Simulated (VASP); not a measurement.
A run of VASP 6.6.1 is set up as follows.

Contents of INCAR:

```
SYSTEM = CsSnBr3
  PREC = Accurate
  ENCUT = 520
  EDIFF = 1E-6
  ISMEAR = 0
  SIGMA = 0.03
  LREAL = .FALSE.
  LASPH = .TRUE.
  NELM = 80
  ALGO = Normal
  ISIF = 2
  LWAVE = .FALSE.
  LCHARG = .FALSE.
  GGA = PE
  KPAR = 2
```

The input KPOINTS:

```
regular mesh
0
G
  6 6 6
  0 0 0
```

The input POSCAR:

```
CsSnBr3                                 
1.0
    5.7688234695      0.0000000000      0.0000000000
    0.0000000000      5.7688234695      0.0000000000
    0.0000000000      0.0000000000      5.7688234695
  Cs              Sn              Br            
     1     1     3
Direct
     0.0000000000000000    0.0000000000000000    0.0000000000000000
     0.5000000000000000    0.5000000000000000    0.5000000000000000
     0.5000000000000000    0.0000000000000000    0.5000000000000000
     0.5000000000000000    0.5000000000000000    0.0000000000000000
     0.0000000000000000    0.5000000000000000    0.5000000000000000
```

File KPOINTS_OPT:

```
explicit points
128
Reciprocal
 0.0000000000  0.0000000000  0.0000000000 1
 0.0000000000  0.0555555556  0.0000000000 1
 0.0000000000  0.1111111111  0.0000000000 1
 0.0000000000  0.1666666667  0.0000000000 1
 0.0000000000  0.2222222222  0.0000000000 1
 0.0000000000  0.2777777778  0.0000000000 1
 0.0000000000  0.3333333333  0.0000000000 1
 0.0000000000  0.3888888889  0.0000000000 1
 0.0000000000  0.4444444444  0.0000000000 1
 0.0000000000  0.5000000000  0.0000000000 1
 0.0000000000  0.5000000000  0.0000000000 1
 0.0555555556  0.5000000000  0.0000000000 1
 0.1111111111  0.5000000000  0.0000000000 1
 0.1666666667  0.5000000000  0.0000000000 1
 0.2222222222  0.5000000000  0.0000000000 1
 0.2777777778  0.5000000000  0.0000000000 1
 0.3333333333  0.5000000000  0.0000000000 1
 0.3888888889  0.5000000000  0.0000000000 1
 0.4444444444  0.5000000000  0.0000000000 1
 0.5000000000  0.5000000000  0.0000000000 1
 0.5000000000  0.5000000000  0.0000000000 1
 0.4444444444  0.4444444444  0.0000000000 1
 0.3888888889  0.3888888889  0.0000000000 1
 0.3333333333  0.3333333333  0.0000000000 1
 0.2777777778  0.2777777778  0.0000000000 1
 0.2222222222  0.2222222222  0.0000000000 1
 0.1666666667  0.1666666667  0.0000000000 1
 0.1111111111  0.1111111111  0.0000000000 1
 0.0555555556  0.0555555556  0.0000000000 1
 0.0000000000  0.0000000000  0.0000000000 1
 0.0000000000  0.0000000000  0.0000000000 1
 0.0555555556  0.0555555556  0.0555555556 1
 0.1111111111  0.1111111111  0.1111111111 1
 0.1666666667  0.1666666667  0.1666666667 1
 0.2222222222  0.2222222222  0.2222222222 1
 0.2777777778  0.2777777778  0.2777777778 1
 0.3333333333  0.3333333333  0.3333333333 1
 0.3888888889  0.3888888889  0.3888888889 1
 0.4444444444  0.4444444444  0.4444444444 1
 0.5000000000  0.5000000000  0.5000000000 1
 0.5000000000  0.5000000000  0.5000000000 1
 0.4444444444  0.5000000000  0.4444444444 1
 0.3888888889  0.5000000000  0.3888888889 1
 0.3333333333  0.5000000000  0.3333333333 1
 0.2777777778  0.5000000000  0.2777777778 1
 0.2222222222  0.5000000000  0.2222222222 1
 0.1666666667  0.5000000000  0.1666666667 1
 0.1111111111  0.5000000000  0.1111111111 1
 0.0555555556  0.5000000000  0.0555555556 1
 0.0000000000  0.5000000000  0.0000000000 1
 0.5000000000  0.5000000000  0.0000000000 1
 0.5000000000  0.5000000000  0.0555555556 1
 0.5000000000  0.5000000000  0.1111111111 1
 0.5000000000  0.5000000000  0.1666666667 1
 0.5000000000  0.5000000000  0.2222222222 1
 0.5000000000  0.5000000000  0.2777777778 1
 0.5000000000  0.5000000000  0.3333333333 1
 0.5000000000  0.5000000000  0.3888888889 1
 0.5000000000  0.5000000000  0.4444444444 1
 0.5000000000  0.5000000000  0.5000000000 1
 0.0000000000  0.0000000000  0.0000000000 1
 0.0111516800  0.0000000000  0.0000000000 1
-0.0111516800  0.0000000000  0.0000000000 1
 0.0325257300  0.0000000000  0.0000000000 1
-0.0325257300  0.0000000000  0.0000000000 1
 0.0078854300  0.0078854300  0.0000000000 1
-0.0078854300 -0.0078854300  0.0000000000 1
 0.0229991700  0.0229991700  0.0000000000 1
-0.0229991700 -0.0229991700  0.0000000000 1
 0.0064384300  0.0064384300  0.0064384300 1
-0.0064384300 -0.0064384300 -0.0064384300 1
 0.0187787400  0.0187787400  0.0187787400 1
-0.0187787400 -0.0187787400 -0.0187787400 1
 0.0078854300 -0.0078854300  0.0000000000 1
-0.0078854300  0.0078854300  0.0000000000 1
 0.0229991700 -0.0229991700  0.0000000000 1
-0.0229991700  0.0229991700  0.0000000000 1
 0.5000000000  0.5000000000  0.0000000000 1
 0.5111516800  0.5000000000  0.0000000000 1
 0.4888483200  0.5000000000  0.0000000000 1
 0.5325257300  0.5000000000  0.0000000000 1
 0.4674742700  0.5000000000  0.0000000000 1
 0.5078854300  0.5078854300  0.0000000000 1
 0.4921145700  0.4921145700  0.0000000000 1
 0.5229991700  0.5229991700  0.0000000000 1
 0.4770008300  0.4770008300  0.0000000000 1
 0.5064384300  0.5064384300  0.0064384300 1
 0.4935615700  0.4935615700 -0.0064384300 1
 0.5187787400  0.5187787400  0.0187787400 1
 0.4812212600  0.4812212600 -0.0187787400 1
 0.5078854300  0.4921145700  0.0000000000 1
 0.4921145700  0.5078854300  0.0000000000 1
 0.5229991700  0.4770008300  0.0000000000 1
 0.4770008300  0.5229991700  0.0000000000 1
 0.5000000000  0.5000000000  0.5000000000 1
 0.5111516800  0.5000000000  0.5000000000 1
 0.4888483200  0.5000000000  0.5000000000 1
 0.5325257300  0.5000000000  0.5000000000 1
 0.4674742700  0.5000000000  0.5000000000 1
 0.5078854300  0.5078854300  0.5000000000 1
 0.4921145700  0.4921145700  0.5000000000 1
 0.5229991700  0.5229991700  0.5000000000 1
 0.4770008300  0.4770008300  0.5000000000 1
 0.5064384300  0.5064384300  0.5064384300 1
 0.4935615700  0.4935615700  0.4935615700 1
 0.5187787400  0.5187787400  0.5187787400 1
 0.4812212600  0.4812212600  0.4812212600 1
 0.5078854300  0.4921145700  0.5000000000 1
 0.4921145700  0.5078854300  0.5000000000 1
 0.5229991700  0.4770008300  0.5000000000 1
 0.4770008300  0.5229991700  0.5000000000 1
 0.0000000000  0.5000000000  0.0000000000 1
 0.0111516800  0.5000000000  0.0000000000 1
-0.0111516800  0.5000000000  0.0000000000 1
 0.0325257300  0.5000000000  0.0000000000 1
-0.0325257300  0.5000000000  0.0000000000 1
 0.0078854300  0.5078854300  0.0000000000 1
-0.0078854300  0.4921145700  0.0000000000 1
 0.0229991700  0.5229991700  0.0000000000 1
-0.0229991700  0.4770008300  0.0000000000 1
 0.0064384300  0.5064384300  0.0064384300 1
-0.0064384300  0.4935615700 -0.0064384300 1
 0.0187787400  0.5187787400  0.0187787400 1
-0.0187787400  0.4812212600 -0.0187787400 1
 0.0078854300  0.4921145700  0.0000000000 1
-0.0078854300  0.5078854300  0.0000000000 1
 0.0229991700  0.4770008300  0.0000000000 1
-0.0229991700  0.5229991700  0.0000000000 1
```

Potentials or basis: VASP PAW PBE potentials, release 64 (Cs_sv, Sn_d, Br).

Command:

```console
$ cat potpaw_PBE.64/Cs_sv/POTCAR potpaw_PBE.64/Sn_d/POTCAR potpaw_PBE.64/Br/POTCAR > POTCAR
$ mpirun -np 2 vasp_std > vasp.out
```

Predict the pressure.

1.5 GPa.

What does it give for the band gap along the path?

0.31 eV, direct.

Estimate the band gap on the k mesh.

0.31 eV, direct.

Levels at the corners of the path, in eV from the valence-band top:
```
point  band 19  band 20  band 21  band 22  band 23  band 24  band 25  band 26
    Γ    -3.32    -3.17    -3.17    -3.17     2.01     2.98     2.98     3.64
    X    -3.47    -3.30    -3.30    -2.15     1.35     3.48     4.09     4.12
    X    -3.47    -3.30    -3.30    -2.15     1.35     3.48     4.09     4.23
    M    -3.60    -3.60    -2.80    -1.05     0.87     0.87     3.85     4.17
    M    -3.60    -3.60    -2.80    -1.05     0.87     0.87     3.85     4.17
    Γ    -3.32    -3.17    -3.17    -3.17     2.01     2.98     2.98     3.64
    Γ    -3.32    -3.17    -3.17    -3.17     2.01     2.98     2.98     3.64
    R    -2.79    -2.79    -2.79     0.00     0.31     0.31     0.31     3.49
    R    -2.79    -2.79    -2.79     0.00     0.31     0.31     0.31     3.49
    X    -3.47    -3.30    -3.30    -2.15     1.35     3.48     4.11     4.14
    M    -3.60    -3.60    -2.80    -1.05     0.87     0.87     3.85     4.17
    R    -2.79    -2.79    -2.79     0.00     0.31     0.31     0.31     3.49
```

Caveat: spin-orbit coupling is left out, which moves the levels of the heavy elements.

**The experiment to reproduce.**

“Influence of hidden halogen mobility on local structure of CsSn(Cl1−xBrx)3 mixed-halide perovskites by solid-state NMR”, 2020, pmc:8179406 reports, for a powder of CsSnBr3 at 300 K: band gap 1.79 eV (optical).

Measured gap of CsSnBr3: 1.79 eV (optical; 300 K; powder; “Influence of hidden halogen mobility on local structure of CsSn(Cl1−xBrx)3 mixed-halide perovskites by solid-state NMR”, 2020, pmc:8179406). This calculation gives 0.31 eV (-1.48 eV). So large a miss can be the level of theory's own, or it may mean another phase, state or a wrong row. Spin-orbit coupling on Br, Cs, Sn is left out. The value is that of PBE, without temperature or zero-point motion. Semilocal functionals fall short of measured gaps as a rule. The cell is a database's relaxed one, not the measured one, which moves gaps too.
